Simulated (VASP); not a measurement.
# ZnS (Wurtzite-2H) (P6_3mc) in VASP: notebook

The runs below take ZnS (Wurtzite-2H) through relaxation of cell and atoms, with LDA, PBEsol.

All numbers are computed with VASP 6.6.1; they aren't measurements. Logs are shortened: lines on timing, memory, paths and dates and some standing lists are left out, and cuts for length are marked.

### 1 The crystal as given

The structure is hexagonal, space group P6_3mc (No. 186). Conventional cell: a = 3.811 Å, b = 3.811 Å, c = 6.234 Å, α = 90.00°, β = 90.00°, γ = 120.00°. Zn (site symmetry 3m) has 4 S at 2.31 to 2.40 Å as nearest neighbours. Around S (site symmetry 3m) lie 4 Zn at 2.31 to 2.40 Å.

### 2 Relaxation of cell and atoms, LDA

INCAR reads:

```
SYSTEM = ZnS
PREC = Accurate
ENCUT = 600
EDIFF = 1E-6
ISMEAR = 0
SIGMA = 0.03
LREAL = .False.
LASPH = .True.
NELM = 80
ALGO = Normal
ISIF = 3
LWAVE = .False.
LCHARG = .False.
IBRION = 2
NSW = 90
EDIFFG = -0.01
```

KPOINTS reads:

```
regular mesh
0
Gamma
  9 9 5
  0 0 0
```

POSCAR reads:

```
ZnS
1.0
    3.8110000000      0.0000000000      0.0000000000
   -1.9055000000      3.3004228138      0.0000000000
    0.0000000000      0.0000000000      6.2340000000
Zn S
2 2
Direct
    0.3333333333      0.6666666667      0.0000000000
    0.6666666667      0.3333333333      0.5000000000
    0.3333333333      0.6666666667      0.3850000000
    0.6666666667      0.3333333333      0.8850000000
```

Potentials or basis: VASP PAW LDA potentials, release 64 (Zn, S).

Started as:

```sh
$ cat potpaw_LDA.64/Zn/POTCAR potpaw_LDA.64/S/POTCAR > POTCAR
$ mpirun -np 1 vasp_std > vasp.out
```

OUTCAR:

```text
SYSTEM = ZnS
   PREC = Accurate
   ENCUT = 600
   EDIFF = 1E-6
   ISMEAR = 0
   LREAL = .False.
   LASPH = .True.
   NELM = 80
   ISIF = 3
   IBRION = 2
   NSW = 90
   EDIFFG = -0.01

 ion  position               nearest neighbor table
   1  0.333  0.667  0.000-   4 2.31   4 2.31   4 2.31   3 2.40
   2  0.667  0.333  0.500-   3 2.31   3 2.31   3 2.31   4 2.40
   3  0.333  0.667  0.385-   2 2.31   2 2.31   2 2.31   1 2.40
   4  0.667  0.333  0.885-   1 2.31   1 2.31   1 2.31   2 2.40

  LATTYP: Found a hexagonal cell.
 ALAT       =     3.8110000000
 C/A-ratio  =     1.6357911309

  Lattice vectors:

 A1 = (   3.8110000000,   0.0000000000,   0.0000000000)
 A2 = (  -1.9055000000,   3.3004228138,   0.0000000000)
 A3 = (   0.0000000000,   0.0000000000,   6.2340000000)

Analysis of symmetry for initial positions (statically):
=====================================================================
 Subroutine PRICEL returns:
 Original cell was already a primitive cell.

 Routine SETGRP: Setting up the symmetry group for a
 hexagonal supercell.

 Subroutine GETGRP returns: Found 12 space group operations
 (whereof  6 operations were pure point group operations)
 out of a pool of 24 trial point group operations.

The static configuration has the point symmetry C_3v.
 The point group associated with its full space group is C_6v.

Analysis of symmetry for dynamics (positions and initial velocities):
=====================================================================
 Subroutine PRICEL returns:
 Original cell was already a primitive cell.

 Routine SETGRP: Setting up the symmetry group for a
 hexagonal supercell.

 Subroutine GETGRP returns: Found 12 space group operations
 (whereof  6 operations were pure point group operations)
 out of a pool of 24 trial point group operations.

The dynamic configuration has the point symmetry C_3v.
 The point group associated with its full space group is C_6v.

 Subroutine INISYM returns: Found 12 space group operations
 (whereof  6 operations are pure point group operations),
 and found     1 'primitive' translations

----------------------------------------------------------------------------------------

                                     Primitive cell

  volume of cell :      78.4107

  direct lattice vectors                    reciprocal lattice vectors
     3.811000000  0.000000000  0.000000000     0.262398321  0.151495741  0.000000000
    -1.905500000  3.300422814  0.000000000     0.000000000  0.302991482  0.000000000
     0.000000000  0.000000000  6.234000000     0.000000000  0.000000000  0.160410651

  length of vectors
     3.811000000  3.811000000  6.234000000     0.302991482  0.302991482  0.160410651

  position of ions in fractional coordinates (direct lattice)
     0.333333333  0.666666667  0.000000000
     0.666666667  0.333333333  0.500000000
     0.333333333  0.666666667  0.385000000
     0.666666667  0.333333333  0.885000000

  ion indices of the primitive-cell ions
   primitive index   ion index
                 1           1
                 2           2
                 3           3
                 4           4

----------------------------------------------------------------------------------------

 KPOINTS: regular mesh

Automatic generation of k-mesh.
 Grid dimensions read from file:
 generate k-points for:    9    9    5

 Generating k-lattice:

  Cartesian coordinates                     Fractional coordinates (reciprocal lattice)
     0.029155369  0.016832860  0.000000000     0.111111111  0.000000000  0.000000000
     0.000000000  0.033665720  0.000000000     0.000000000  0.111111111  0.000000000
     0.000000000  0.000000000  0.032082130     0.000000000  0.000000000  0.200000000

  Length of vectors
     0.033665720  0.033665720  0.032082130

  Shift w.r.t. Gamma in fractional coordinates (k-lattice)
     0.000000000  0.000000000  0.000000000

 Subroutine IBZKPT returns following result:
 ===========================================

 Found     36 irreducible k-points:

 Following reciprocal coordinates:
            Coordinates               Weight
  0.000000  0.000000  0.000000      1.000000
  0.111111  0.000000  0.000000      6.000000
  0.222222  0.000000  0.000000      6.000000
  0.333333  0.000000  0.000000      6.000000
  0.444444  0.000000  0.000000      6.000000
  0.111111  0.111111  0.000000      6.000000
[... 16 lines left out ...]
  0.333333  0.222222  0.200000     24.000000
  0.333333  0.333333  0.200000      4.000000
 [... further k-points ...]
   k-points           NKPTS =     36   k-points in BZ     NKDIM =     36   number of bands    NBANDS=     22
   number of dos      NEDOS =    301   number of ions     NIONS =      4
   total plane-waves  NPLWV =  45000
   dimension x,y,z NGX =    30 NGY =   30 NGZ =   50
   dimension x,y,z NGXF=    60 NGYF=   60 NGZF=  100
   ions per type =               2   2
   NGX,Y,Z   is equivalent  to a cutoff of  13.09, 13.09, 13.33 a.u.
   NGXF,Y,Z  is equivalent  to a cutoff of  26.17, 26.17, 26.67 a.u.
 SYSTEM =  ZnS
   PREC   = accura    normal or accurate (medium, high low for compatibility)
   ISTART =      0    job   : 0-new  1-cont  2-samecut
   ICHARG =      2    charge: 1-file 2-atom 10-const
   ISPIN  =      1    spin polarized calculation?
   LNONCOLLINEAR =      F non collinear calculations
   LSORBIT =      F    spin-orbit coupling
   LASPH  =      T    aspherical Exc in radial PAW
   ENCUT  =  600.0 eV  44.10 Ry    6.64 a.u.   7.61  7.61 12.45*2*pi/ulx,y,z
   NELM   =     80;   NELMIN=  2; NELMDL= -5     # of ELM steps
   EDIFF  = 0.1E-05   stopping-criterion for ELM
   LREAL  =      F    real-space projection
   EDIFFG = -.1E-01   stopping-criterion for IOM
   NSW    =     90    number of steps for IOM
   IBRION =      2    ionic relax: 0-MD 1-quasi-New 2-CG
   NFREE  =      1    steps in history (QN), initial steepest desc. (CG)
   ISIF   =      3    stress and relaxation
   ISYM   =      2    0-nonsym 1-usesym 2-fastsym
   POTIM  = 0.5000    time-step for ionic-motion
   TEBEG  =    0.0;   TEEND  =   0.0 temperature during run
   PSTRESS=    0.0 pullay stress
   NELECT =      36.0000    total number of electrons
   NUPDOWN=      -1.0000    fix difference up-down
   EMIN   =  10.00;   EMAX   =-10.00  energy-range for DOS
   EFERMI =   0.00;   METHOD = LEGACY
   ISMEAR =     0;   SIGMA  =   0.03  broadening in eV -4-tet -1-fermi 0-gaus
   EFERMI_NEDOS =   21; number of points for ismear=-14 and -15
   IALGO  =     38    algorithm
   IMIX   =      4    mixing-type and parameters
     AMIX     =   0.40;   BMIX     =  1.00
     AMIX_MAG =   1.60;   BMIX_MAG =  1.00
  volume/ion in A,a.u.               =      19.60       132.29
  Fermi-wavevector in a.u.,A,eV,Ry     =   1.262943  2.386617 21.701647  1.595026
  Thomas-Fermi vector in A             =   2.396326
   LORBIT       =      0    0 simple, 1 ext, 2 COOP (PROOUT), +10 PAW based schemes
   GGA     = CA    functional components
   LHFCALC =     F    Hartree Fock is set to
   AEXX    =    0.0000 exact exchange contribution
   IVDW    =     0    specifies the selected vdW correction
   LEPSILON=     F    determine dielectric tensor
   LRPA    =     F    only Hartree local field effects (RPA)
 conjugate gradient relaxation of ions
 non-spin polarized calculation
 Gauss-broadening in eV      SIGMA  =   0.03
  energy-cutoff  :      600.00
  volume of cell :       78.41
 maximum number of plane-waves:      2639
   NGX = 15   NGY = 15   NGZ = 25

--------------------------------------- Ionic step        1  -------------------------------------------

 number of electron      36.0000044 magnetization

 Free energy of the ion-electron system (eV)
  ---------------------------------------------------
  ext. energy  EPLUGINS =         0.00000000
  ---------------------------------------------------
  free energy    TOTEN  =       -16.33596343 eV

  energy without entropy =      -16.33596343  energy(sigma->0) =      -16.33596343

------------------------ aborting loop because EDIFF is reached ----------------------------------------

  FORCE on cell =-STRESS in cart. coord.  units (eV):
  Direction    XX          YY          ZZ          XY          YZ          ZX
  --------------------------------------------------------------------------------------
  -------------------------------------------------------------------------------------
  Total       -1.5709163     -1.5709163     -2.3247424      0.0000000      0.0000000      0.0000000
  in kB      -32.0987644    -32.0987644    -47.5018026      0.0000000      0.0000000      0.0000000
  external PRESSURE =     -37.2331104 kB  Pullay stress =       0.0000000 kB
[... 95 lines left out ...]
  FREE ENERGIE OF THE ION-ELECTRON SYSTEM (eV)
  ---------------------------------------------------
  free  energy   TOTEN  =       -16.3952857983 eV

  energy  without entropy=      -16.3952857983  energy(sigma->0) =      -16.39528580

[... ionic steps 4 to 7 ...]

--------------------------------------- Ionic step        8  -------------------------------------------

 number of electron      35.9999983 magnetization

------------------------ aborting loop because EDIFF is reached ----------------------------------------

  FORCE on cell =-STRESS in cart. coord.  units (eV):
  Direction    XX          YY          ZZ          XY          YZ          ZX
  --------------------------------------------------------------------------------------
  -------------------------------------------------------------------------------------
  Total       -0.1820973     -0.1820973     -0.1262922      0.0000000      0.0000000      0.0000000
  in kB       -3.8951372     -3.8951372     -2.7014436      0.0000000      0.0000000      0.0000000
  external PRESSURE =      -3.4972394 kB  Pullay stress =       0.0000000 kB
[... 61 lines left out ...]
  energy  without entropy=      -16.4042683195  energy(sigma->0) =      -16.40426832

--------------------------------------- Ionic step       10  -------------------------------------------

 number of electron      35.9999979 magnetization

 Free energy of the ion-electron system (eV)
  ---------------------------------------------------
  ext. energy  EPLUGINS =         0.00000000
  ---------------------------------------------------
  free energy    TOTEN  =       -16.40431851 eV

  energy without entropy =      -16.40431851  energy(sigma->0) =      -16.40431851

 E-fermi :   2.6345     XC(G=0): -10.2935

 val. band max:        2.4985020695   @ k =   0.0000   0.0000   0.0000
 cond. band min:       4.7089392291   @ k =   0.0000   0.0000   0.0000
 fundamental gap:      2.2104371596
 Fermi energy:         2.6345225311

 k-point     1 :       0.0000    0.0000    0.0000
  band No.  band energies     occupation
      1     -11.0517      2.00000
      2      -9.9924      2.00000
      3      -4.2550      2.00000
      4      -4.2364      2.00000
      5      -4.2364      2.00000
      6      -4.1482      2.00000
[... 574 lines left out ...]
      6      -3.9116      2.00000
[... 14 lines left out ...]
     21       7.9394      0.00000
     22      10.0630      0.00000

 [... further k-points ...]

------------------------ aborting loop because EDIFF is reached ----------------------------------------

  FORCE on cell =-STRESS in cart. coord.  units (eV):
  Direction    XX          YY          ZZ          XY          YZ          ZX
  --------------------------------------------------------------------------------------
  -------------------------------------------------------------------------------------
  Total        0.0213227      0.0213227     -0.0326581      0.0000000      0.0000000      0.0000000
  in kB        0.4580386      0.4580386     -0.7015392      0.0000000      0.0000000      0.0000000
  external PRESSURE =       0.0715127 kB  Pullay stress =       0.0000000 kB
[... 19 lines left out ...]
  FREE ENERGIE OF THE ION-ELECTRON SYSTEM (eV)
  ---------------------------------------------------
  free  energy   TOTEN  =       -16.4043185063 eV

  energy  without entropy=      -16.4043185063  energy(sigma->0) =      -16.40431851

 reached required accuracy - stopping structural energy minimisation
```

Wall time 5.1 min (1 thread of Intel Xeon Platinum 8488C (Sapphire Rapids), shared host); peak memory 0.21 GiB.

Results:

```yaml
Free_energy: -16.4043 eV
Relaxed_volume: 18.65 Å³/atom
Relaxed_cell: a = 3.742 Å, b = 3.742 Å, c = 6.151 Å, α = 90.00°, β = 90.00°, γ = 120.00°
Space_group_after_relaxing_to_0.05_Å: P6_3mc (No. 186)
Energy_gained_by_relaxing: 17.1 meV/atom
Ionic_steps: 10
Pressure_after_relaxing: 0.0 GPa
Largest_force_after_relaxing: 0.008 eV/Å
Band_gap_on_the_k_mesh: 2.21 eV, direct
```

Forces in eV/Å, atoms in the order of the input:
```
Zn   0.000  0.000  0.008
Zn   0.000  0.000  0.008
S    0.000  0.000 -0.008
S    0.000  0.000 -0.008
```

The path:
| step | energy change (eV) | largest force (eV/Å) | pressure (GPa) | volume (Å³) |
| --- | --- | --- | --- | --- |
| 1 | 0.0000 | 0.2979 | -3.72 | 78.41 |
| 2 | -0.0557 | 0.1576 | 1.35 | 73.35 |
| 3 | -0.0593 | 0.1951 | 0.42 | 74.25 |
| 4 | -0.0646 | 0.0584 | 0.23 | 74.43 |
| 5 | -0.0649 | 0.0146 | 0.14 | 74.48 |
| 6 | -0.0675 | 0.0115 | -0.22 | 74.74 |
| 7 | -0.0679 | 0.0088 | -0.26 | 74.86 |
| 8 | -0.0679 | 0.0082 | -0.35 | 74.90 |
| 9 | -0.0683 | 0.0082 | 0.21 | 74.47 |
| 10 | -0.0684 | 0.0082 | 0.01 | 74.58 |

Final structure:
```
CELL_PARAMETERS angstrom
3.74173 0.00000 0.00000
-1.87087 3.24044 0.00000
0.00000 0.00000 6.15139
ATOMIC_POSITIONS crystal
Zn 0.33333 0.66667 0.00553
Zn 0.66667 0.33333 0.50553
S 0.33333 0.66667 0.37947
S 0.66667 0.33333 0.87947
```

### 3 Relaxation of cell and atoms, LDA

This run uses another cell than the first one, of 18.65 Å³/atom, 0.951 times its volume.

INCAR, as its differences from that of step 2:

```diff
@@ -3,3 +3,3 @@
 ENCUT = 600
-EDIFF = 1E-6
+EDIFF = 1E-7
 ISMEAR = 0
@@ -15,2 +15,2 @@
 NSW = 90
-EDIFFG = -0.01
+EDIFFG = -0.005
```

KPOINTS is that of step 2.

POSCAR reads:

```
ZnS                                     
1.0
    3.7417328469     -0.0000000000      0.0000000000
   -1.8708664234      3.2404356995     -0.0000000000
    0.0000000000     -0.0000000000      6.1513943961
  Zn              S             
     2     2
Direct
     0.3333333332999970    0.6666666667000030    0.0055302095213050
     0.6666666667000030    0.3333333332999970    0.5055302095213050
     0.3333333332999970    0.6666666667000030    0.3794697904786931
     0.6666666667000030    0.3333333332999970    0.8794697904786930
```

Potentials or basis: VASP PAW LDA potentials, release 64 (Zn, S).

Started as:

```sh
$ cat potpaw_LDA.64/Zn/POTCAR potpaw_LDA.64/S/POTCAR > POTCAR
$ mpirun -np 1 vasp_std > vasp.out
```

OUTCAR:

```text
SYSTEM = ZnS
   PREC = Accurate
   ENCUT = 600
   EDIFF = 1E-7
   ISMEAR = 0
   LREAL = .False.
   LASPH = .True.
   NELM = 80
   ISIF = 3
   IBRION = 2
   NSW = 90
   EDIFFG = -0.005

 ion  position               nearest neighbor table
   1  0.333  0.667  0.006-   4 2.30   4 2.30   4 2.30   3 2.30
   2  0.667  0.333  0.506-   3 2.30   3 2.30   3 2.30   4 2.30
   3  0.333  0.667  0.379-   2 2.30   2 2.30   2 2.30   1 2.30
   4  0.667  0.333  0.879-   1 2.30   1 2.30   1 2.30   2 2.30

  LATTYP: Found a hexagonal cell.
 ALAT       =     3.7417328469
 C/A-ratio  =     1.6439961504

  Lattice vectors:

 A1 = (   3.7417328469,   0.0000000000,   0.0000000000)
 A2 = (  -1.8708664234,   3.2404356995,   0.0000000000)
 A3 = (   0.0000000000,   0.0000000000,   6.1513943961)

Analysis of symmetry for initial positions (statically):
=====================================================================
 Subroutine PRICEL returns:
 Original cell was already a primitive cell.

 Routine SETGRP: Setting up the symmetry group for a
 hexagonal supercell.

 Subroutine GETGRP returns: Found 12 space group operations
 (whereof  6 operations were pure point group operations)
 out of a pool of 24 trial point group operations.
[... 179 lines left out ...]
  -------------------------------------------------------------------------------------
  Total       -0.0087747     -0.0087747     -0.0626800     -0.0000000      0.0000000      0.0000000
  in kB       -0.1884922     -0.1884922     -1.3464481     -0.0000000      0.0000000      0.0000000
  external PRESSURE =      -0.5744775 kB  Pullay stress =       0.0000000 kB
[... 63 lines left out ...]
--------------------------------------- Ionic step        3  -------------------------------------------

 number of electron      35.9999980 magnetization

 Free energy of the ion-electron system (eV)
  ---------------------------------------------------
  ext. energy  EPLUGINS =         0.00000000
  ---------------------------------------------------
  free energy    TOTEN  =       -16.40345232 eV

  energy without entropy =      -16.40345232  energy(sigma->0) =      -16.40345232

 E-fermi :   2.6384     XC(G=0): -10.2961

 val. band max:        2.5041300791   @ k =   0.0000   0.0000   0.0000
 cond. band min:       4.7176910957   @ k =   0.0000   0.0000   0.0000
 fundamental gap:      2.2135610165
 Fermi energy:         2.6383689902

 k-point     1 :       0.0000    0.0000    0.0000
  band No.  band energies     occupation
      1     -11.0502      2.00000
      2      -9.9885      2.00000
      3      -4.2521      2.00000
      4      -4.2326      2.00000
      5      -4.2326      2.00000
      6      -4.1439      2.00000
[... 589 lines left out ...]
     21       7.9486      0.00000
     22      10.0707      0.00000

 [... further k-points ...]

------------------------ aborting loop because EDIFF is reached ----------------------------------------

  FORCE on cell =-STRESS in cart. coord.  units (eV):
  Direction    XX          YY          ZZ          XY          YZ          ZX
  --------------------------------------------------------------------------------------
  -------------------------------------------------------------------------------------
  Total        0.0187166      0.0187166      0.0034357      0.0000000      0.0000000      0.0000000
  in kB        0.4022823      0.4022823      0.0738447      0.0000000      0.0000000      0.0000000
  external PRESSURE =       0.2928031 kB  Pullay stress =       0.0000000 kB
[... 19 lines left out ...]
  FREE ENERGIE OF THE ION-ELECTRON SYSTEM (eV)
  ---------------------------------------------------
  free  energy   TOTEN  =       -16.4034523157 eV

  energy  without entropy=      -16.4034523157  energy(sigma->0) =      -16.40345232

 reached required accuracy - stopping structural energy minimisation
```

Run time: 99 s. Hardware: 1 thread of Intel Xeon Platinum 8488C (Sapphire Rapids), shared host; peak memory 0.2 GiB.

What came out:

```yaml
Free_energy: -16.4035 eV
Relaxed_volume: 18.64 Å³/atom
Relaxed_cell: a = 3.742 Å, b = 3.742 Å, c = 6.149 Å, α = 90.00°, β = 90.00°, γ = 120.00°
Space_group_after_relaxing_to_0.05_Å: P6_3mc (No. 186)
Energy_gained_by_relaxing: 0.0 meV/atom
Ionic_steps: 3
Pressure_after_relaxing: 0.0 GPa
Band_gap_on_the_k_mesh: 2.21 eV, direct
```

Forces in eV/Å, atoms in the order of the input:
```
Zn   0.000  0.000  0.003
Zn   0.000  0.000  0.003
S    0.000  0.000 -0.003
S    0.000  0.000 -0.003
```

Final structure:
```yaml
crystal:
  lattice:
    - [3.74150, 0.00000, 0.00000]
    - [-1.87075, 3.24024, 0.00000]
    - [0.00000, 0.00000, 6.14872]
  atoms:
    - { symbol: Zn, position: [0.33333, 0.66667, 0.00557] }
    - { symbol: Zn, position: [0.66667, 0.33333, 0.50557] }
    - { symbol: S, position: [0.33333, 0.66667, 0.37943] }
    - { symbol: S, position: [0.66667, 0.33333, 0.87943] }
```

As with any semilocal functional, this LDA gap is likely too small.

(Continued in part 2 of 2.)
